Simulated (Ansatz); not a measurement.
Crystal: Se.

```xyz
3
Lattice="4.3662 0.0000 0.0000 -2.1831 3.7812 0.0000 0.0000 0.0000 4.9536" Properties=species:S:1:pos:R:3 pbc="T T T"
Se    1.6910    2.9289    0.0000
Se   -0.4921    0.8523    3.3024
Se    0.9841    0.0000    1.6512
```

Base run:

| Quantity | Value |
| --- | --- |
| Program | Ansatz 0.2.0 |
| Functional | LDA |
| Potentials or basis | Ansatz PAW |
| Cutoff | 420 eV (not typed: the program's choice for these potentials) |
| k mesh | 7 × 7 × 6 |
| Occupations | fermi-dirac, width 0.05 eV |
| Spin | no spin polarisation |

Its results: band gap on the k mesh 1.10 eV, indirect (least direct gap 1.41 eV); pressure -1.3 GPa; largest force 0.213 eV/Å.

Task: The run is repeated on the same cell with these changes: functional from LDA to r2SCAN; cutoff from 420 eV (not typed: the program's choice for these potentials) to 500 eV (not typed: the program's choice for these potentials). What comes out?

Result: Band gap on the k mesh 1.46 eV, indirect (least direct gap 1.71 eV); pressure 1.3 GPa; largest force 0.053 eV/Å.

r2SCAN gives the wider gap, since meta-GGAs in the generalised Kohn-Sham scheme recover part of the derivative discontinuity.

Caveats: the k mesh misses the band edges, so the gap on the mesh is wider than the one along the path; the PAW data sets come from PBE, with cores solved anew for the run's functional, which leaves a small shift of forces and pressure.
